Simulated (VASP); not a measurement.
# RbBr (Fm-3m) in VASP: notebook, part 2 of 2

VASP 6.6.1. The steps go on from the part before.

## (3) Single point, r2SCAN

The input, INCAR:

```
SYSTEM = RbBr
PREC = Low
ENCUT = 500
EDIFF = 1E-6
ISMEAR = 0
SIGMA = 0.05
LREAL = .FALSE.
LASPH = .TRUE.
NELM = 100
ALGO = Normal
ISIF = 2
LWAVE = .FALSE.
LCHARG = .FALSE.
METAGGA = R2SCAN
LMIXTAU = .TRUE.
ADDGRID = .FALSE.
```

The input, KPOINTS:

```
Automatic mesh
0
G
  7 7 7
  0 0 0
```

The input, POSCAR:

```
RbBr
1.0
    0.0000000000      3.4270000000      3.4270000000
    3.4270000000      0.0000000000      3.4270000000
    3.4270000000      3.4270000000      0.0000000000
Rb Br
1 1
Direct
    0.0000000000      0.0000000000      0.0000000000
    0.5000000000      0.5000000000      0.5000000000
```

Potentials or basis: VASP PAW PBE potentials, release 64 (Rb_sv, Br).

Launch:

```
cat potpaw_PBE.64/Rb_sv/POTCAR potpaw_PBE.64/Br/POTCAR > POTCAR
mpirun -np 1 vasp_std > vasp.out
```

OUTCAR:

```text
SYSTEM = RbBr
   PREC = Low
   ENCUT = 500
   EDIFF = 1E-6
   ISMEAR = 0
   LREAL = .FALSE.
   LASPH = .TRUE.
   NELM = 100
   ISIF = 2
   METAGGA = R2SCAN

 Found     20 irreducible k-points:

 Following reciprocal coordinates:
            Coordinates               Weight
  0.000000  0.000000  0.000000      1.000000
  0.142857  0.000000  0.000000      8.000000
  0.285714  0.000000  0.000000      8.000000
  0.428571  0.000000  0.000000      8.000000
  0.142857  0.142857  0.000000      6.000000
  0.285714  0.142857  0.000000     24.000000
   k-points           NKPTS =     20   k-points in BZ     NKDIM =     20   number of bands    NBANDS=     12
   number of dos      NEDOS =    301   number of ions     NIONS =      2
   total plane-waves  NPLWV =  21952
   dimension x,y,z NGX =    28 NGY =   28 NGZ =   28
   dimension x,y,z NGXF=    28 NGYF=   28 NGZF=   28
   ions per type =               1   1
   NGX,Y,Z   is equivalent  to a cutoff of   9.60,  9.60,  9.60 a.u.
   NGXF,Y,Z  is equivalent  to a cutoff of   9.60,  9.60,  9.60 a.u.
 SYSTEM =  RbBr
   PREC   = low       normal or accurate (medium, high low for compatibility)
   ISTART =      0    job   : 0-new  1-cont  2-samecut
   ICHARG =      2    charge: 1-file 2-atom 10-const
   ISPIN  =      1    spin polarized calculation?
   LNONCOLLINEAR =      F non collinear calculations
   LSORBIT =      F    spin-orbit coupling
   LASPH  =      T    aspherical Exc in radial PAW
   ENCUT  =  500.0 eV  36.75 Ry    6.06 a.u.   8.84  8.84  8.84*2*pi/ulx,y,z
   NELM   =    100;   NELMIN=  2; NELMDL= -5     # of ELM steps
   EDIFF  = 0.1E-05   stopping-criterion for ELM
   LREAL  =      F    real-space projection
   EDIFFG = 0.1E-04   stopping-criterion for IOM
   NSW    =      0    number of steps for IOM
   IBRION =     -1    ionic relax: 0-MD 1-quasi-New 2-CG
   NFREE  =      0    steps in history (QN), initial steepest desc. (CG)
   ISIF   =      2    stress and relaxation
   ISYM   =      2    0-nonsym 1-usesym 2-fastsym
   POTIM  = 0.5000    time-step for ionic-motion
   TEBEG  =    0.0;   TEEND  =   0.0 temperature during run
   PSTRESS=    0.0 pullay stress
   NELECT =      16.0000    total number of electrons
   NUPDOWN=      -1.0000    fix difference up-down
   EMIN   =  10.00;   EMAX   =-10.00  energy-range for DOS
   EFERMI =   0.00;   METHOD = LEGACY
   ISMEAR =     0;   SIGMA  =   0.05  broadening in eV -4-tet -1-fermi 0-gaus
   EFERMI_NEDOS =   21; number of points for ismear=-14 and -15
   IALGO  =     38    algorithm
   IMIX   =      4    mixing-type and parameters
     AMIX     =   0.40;   BMIX     =  1.00
     AMIX_MAG =   1.60;   BMIX_MAG =  1.00
  volume/ion in A,a.u.               =      40.25       271.61
  Fermi-wavevector in a.u.,A,eV,Ry     =   0.955412  1.805467 12.419564  0.912812
  Thomas-Fermi vector in A             =   2.084247
   LORBIT       =      0    0 simple, 1 ext, 2 COOP (PROOUT), +10 PAW based schemes
   METAGGA = R2SCAN    functional components
   LHFCALC =     F    Hartree Fock is set to
   AEXX    =    0.0000 exact exchange contribution
   IVDW    =     0    specifies the selected vdW correction
   LEPSILON=     F    determine dielectric tensor
   LRPA    =     F    only Hartree local field effects (RPA)
 non-spin polarized calculation
 Gauss-broadening in eV      SIGMA  =   0.05
  energy-cutoff  :      500.00
  volume of cell :       80.50
 maximum number of plane-waves:      2085
   NGX = 17   NGY = 17   NGZ = 17

 number of electron      15.9999762 magnetization

 Free energy of the ion-electron system (eV)
  ---------------------------------------------------
  ext. energy  EPLUGINS =         0.00000000
  ---------------------------------------------------
  free energy    TOTEN  =       -31.15177738 eV

  energy without entropy =      -31.15177738  energy(sigma->0) =      -31.15177738

 E-fermi :  -1.8753     XC(G=0):  -7.6314

 val. band max:       -2.1590910287   @ k =   0.0000   0.0000   0.0000
 cond. band min:       2.8112866162   @ k =   0.0000   0.0000   0.0000
 fundamental gap:      4.9703776449
 Fermi energy:        -1.8753190386

 k-point     1 :       0.0000    0.0000    0.0000
  band No.  band energies     occupation
      1     -27.3136      2.00000
      2     -14.7704      2.00000
      3     -10.8431      2.00000
      4     -10.8431      2.00000
      5     -10.8431      2.00000
      6      -2.1592      2.00000
      7      -2.1592      2.00000
      8      -2.1591      2.00000
      9       2.8113      0.00000
     10       5.7221      0.00000
     11       5.7223      0.00000
     12       5.7223      0.00000

 k-point     2 :       0.1429    0.0000    0.0000
  band No.  band energies     occupation
      1     -27.3118      2.00000
      2     -14.7784      2.00000
      3     -10.8443      2.00000
      4     -10.8443      2.00000
      5     -10.8329      2.00000
      6      -2.3833      2.00000
      7      -2.2292      2.00000
      8      -2.2291      2.00000
      9       3.2889      0.00000
     10       5.5649      0.00000
     11       5.9746      0.00000
     12       5.9747      0.00000

 k-point     3 :       0.2857    0.0000    0.0000
  band No.  band energies     occupation
      1     -27.3077      2.00000
      2     -14.7963      2.00000
      3     -10.8469      2.00000
      4     -10.8469      2.00000
      5     -10.8100      2.00000
      6      -2.8052      2.00000
      7      -2.3786      2.00000
      8      -2.3785      2.00000
      9       4.3304      0.00000
     10       5.5588      0.00000
     11       6.6940      0.00000
     12       6.6942      0.00000

 k-point     4 :       0.4286    0.0000    0.0000
  band No.  band energies     occupation
      1     -27.3043      2.00000
      2     -14.8105      2.00000
      3     -10.8490      2.00000
      4     -10.8490      2.00000
      5     -10.7918      2.00000
      6      -3.0910      2.00000
      7      -2.4917      2.00000
      8      -2.4915      2.00000
      9       5.0448      0.00000
     10       6.0074      0.00000
     11       7.7310      0.00000
     12       7.7312      0.00000

 k-point     5 :       0.1429    0.1429    0.0000
  band No.  band energies     occupation
      1     -27.3112      2.00000
      2     -14.7772      2.00000
      3     -10.8564      2.00000
      4     -10.8564      2.00000
      5     -10.8193      2.00000
      6      -2.4892      2.00000
      7      -2.2015      2.00000
      8      -2.2014      2.00000
      9       3.3877      0.00000
     10       5.1810      0.00000
     11       6.2538      0.00000
     12       6.2539      0.00000

 k-point     6 :       0.2857    0.1429    0.0000
  band No.  band energies     occupation
      1     -27.3079      2.00000
      2     -14.7832      2.00000
      3     -10.8659      2.00000
      4     -10.8624      2.00000
      5     -10.8196      2.00000
      6      -2.7439      2.00000
      7      -2.3281      2.00000
      8      -2.2906      2.00000
      9       4.1754      0.00000
     10       4.9890      0.00000
     11       6.8430      0.00000
     12       6.9760      0.00000

 [... further k-points ...]

------------------------ aborting loop because EDIFF is reached ----------------------------------------

  FORCE on cell =-STRESS in cart. coord.  units (eV):
  Direction    XX          YY          ZZ          XY          YZ          ZX
  --------------------------------------------------------------------------------------
  -------------------------------------------------------------------------------------
  Total        0.2471276      0.2471276      0.2471276      0.0000000     -0.0000000     -0.0000000
  in kB        4.9188042      4.9188042      4.9188042      0.0000000     -0.0000000     -0.0000000
  external PRESSURE =       4.9188042 kB  Pullay stress =       0.0000000 kB

 VOLUME and BASIS-vectors are now :
 -----------------------------------------------------------------------------
  energy-cutoff  :      500.00
  volume of cell :       80.50
      direct lattice vectors                 reciprocal lattice vectors
     0.000000000  3.427000000  3.427000000    -0.145900204  0.145900204  0.145900204
     3.427000000  0.000000000  3.427000000     0.145900204 -0.145900204  0.145900204
     3.427000000  3.427000000  0.000000000     0.145900204  0.145900204 -0.145900204

 POSITION                                       TOTAL-FORCE (eV/Angst)
 -----------------------------------------------------------------------------------
      0.00000      0.00000      0.00000         0.000000      0.000000      0.000000
      3.42700      3.42700      3.42700         0.000000     -0.000000     -0.000000
 -----------------------------------------------------------------------------------
    total drift:                               -0.000000      0.000000     -0.000000

  FREE ENERGIE OF THE ION-ELECTRON SYSTEM (eV)
  ---------------------------------------------------
  free  energy   TOTEN  =       -31.1517773791 eV

  energy  without entropy=      -31.1517773791  energy(sigma->0) =      -31.15177738
```

OSZICAR:

```text
N       E                     dE             d eps       ncg     rms          rms(c)
DAV:   1     0.651836484877E+02    0.65184E+02   -0.67877E+03   480   0.113E+03
DAV:   2    -0.298803611552E+02   -0.95064E+02   -0.88142E+02   716   0.191E+02
DAV:   3    -0.355855157010E+02   -0.57052E+01   -0.56821E+01   608   0.545E+01
[... 13 lines left out ...]
DAV:  17    -0.311517692346E+02   -0.29314E-04   -0.13452E-05   512   0.494E-02    0.291E-03
DAV:  18    -0.311517730284E+02   -0.37938E-05   -0.10500E-06   516   0.107E-02    0.267E-03
DAV:  19    -0.311517765134E+02   -0.34849E-05   -0.26946E-06   520   0.190E-02    0.121E-03
DAV:  20    -0.311517775520E+02   -0.10387E-05   -0.25003E-07   352   0.484E-03    0.576E-04
DAV:  21    -0.311517773791E+02    0.17292E-06   -0.11083E-07   284   0.315E-03
   1 F= -.31151777E+02 E0= -.31151777E+02  d E =-.247665E-17
```

stdout:

```text
POSCAR found type information on POSCAR RbBr
 POSCAR found :  2 types and       2 ions
 scaLAPACK will be used
 -----------------------------------------------------------------------------
|                                                                             |
|                                                                             |
|     You enforced a specific xc type in the INCAR file but a different       |
|     I HOPE YOU KNOW WHAT YOU ARE DOING!                                     |
|                                                                             |
 -----------------------------------------------------------------------------

 LDA part: xc-table for (None), standard interpolation
 POSCAR, INCAR and KPOINTS ok, starting setup
 FFT: planning ... GRIDC
 FFT: planning ... GRID_SOFT
 FFT: planning ... GRID
 WAVECAR not read
 entering main loop
```

Run time: 74 s. Hardware: 1 thread of AMD EPYC 7R13 (Zen 3), shared host; peak memory 0.1 GiB.

The run converged, but some of its settings lie outside the range that counts as converged, so its numbers aren't taken as properties of the crystal.

What came out:

```yaml
Free_energy: -31.1518 eV
Pressure: 0.5 GPa
Band_gap_on_the_k_mesh: 4.97 eV, direct
```

Caveat: the PAW data sets were made with another functional, which shifts forces and pressure a little; an odd mesh through Γ misses points on the zone boundary, where band edges often lie.

## (4) Single point, r2SCAN

Changes to INCAR since step 3:

```diff
@@ -1,3 +1,3 @@
 SYSTEM = RbBr
-PREC = Low
+PREC = Normal
 ENCUT = 500
```

KPOINTS is that of step 3.

POSCAR is that of step 3.

Launch:

```
cat potpaw_PBE.64/Rb_sv/POTCAR potpaw_PBE.64/Br/POTCAR > POTCAR
mpirun -np 1 vasp_std > vasp.out
```

It took 82 s on 1 thread of AMD EPYC 7R13 (Zen 3), shared host; peak memory 0.14 GiB.

These settings aren't checked as converged: the numbers below hold their error.

What came out:

```
Free energy            : -31.1516 eV
Pressure               : 0.5 GPa
Band gap on the k mesh : 4.97 eV, direct
```

Caveat: the PAW data sets were made with another functional, which shifts forces and pressure a little; an odd mesh through Γ misses points on the zone boundary, where band edges often lie.

## (5) For comparison

An earlier run on the cell as given: functional PBE; potentials or basis VASP PAW PBE potentials, release 64 (Rb_sv, Br); cutoff 520 eV; k mesh 7 × 7 × 7; occupations fermi-dirac, width 0.05 eV; no spin polarisation.

- Pressure: 1.0 GPa
- Band gap on the k mesh: 4.36 eV, direct
